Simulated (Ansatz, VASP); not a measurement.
# One calculation of NaH, two programs

INCAR

```
PREC     = Accurate       # precision mode
ENCUT    = 520            # plane-wave cutoff, eV
EDIFF    = 1E-7           # SCF threshold, eV
ISMEAR   = -1             # smearing method
SIGMA    = 0.08           # smearing width, eV
LREAL    = F              # projectors in reciprocal space
LASPH    = T              # aspherical terms in the spheres
NELM     = 100            # most SCF steps
ALGO     = Normal         # electronic algorithm
ISIF     = 2              # what is computed and relaxed
LWAVE    = F              # write WAVECAR
LCHARG   = T              # write CHGCAR
GGA      = PE             # functional
LELF     = T              # ELF
LVHAR    = T            
NBANDS   = 11             # bands
```

The input KPOINTS:

```
regular mesh
0
Gamma
  12 12 12
```

The input POSCAR:

```
NaH
1.0
    2.7050345683      0.0000000000      0.0000000000
    0.0000000000      2.7050345683      0.0000000000
    0.0000000000      0.0000000000      2.7050345683
Na H
1 1
Direct
    0.0000000000      0.0000000000      0.0000000000
    0.5000000000      0.5000000000      0.5000000000
```

Input for Ansatz:

```yaml
crystal:
  lattice:
    - [2.7050345683, 0.0, 0.0]
    - [0.0, 2.7050345683, 0.0]
    - [0.0, 0.0, 2.7050345683]
  atoms:
    - { symbol: Na, position: [0.0, 0.0, 0.0] }
    - { symbol: H, position: [0.5, 0.5, 0.5] }
kpoints:
  mp_grid: { grid: [12, 12, 12] }
scf:
  occupations: { method: fermi_dirac, width: 0.08 }
hamiltonian:
  xc: pbe
  pseudopotentials: { kind: paw }
output:
  forces: true
  stress: true
  eigenvalues: true
  populations: true
  write_density: true
  write_potential: true
  elf: true
  volumetric_format: npy
```

Change from the starting cell: volume scaled by 0.76, PAW files.

Alike in both runs: task single point; functional PBE; k mesh 12 × 12 × 12; occupations fermi-dirac, width 0.08 eV; no spin polarisation.

|  | VASP | Ansatz |
| --- | --- | --- |
| version | VASP 6.6.1 | Ansatz 0.2.0 |
| potentials or method | VASP PAW PBE potentials, release 64 (Na_pv, H) | PAW with Ansatz's default frozen-core files, scalar-relativistic |
| plane-wave cutoff (eV) | 520 | 420 |
| valence electrons in the cell | 8 | 10 |

```csv
,VASP,Ansatz,Ansatz less VASP
pressure (GPa),10.9,10.9,+0.01
```

The two sets of potentials don't hold the same shells in valence.

A k mesh can miss the band edges.
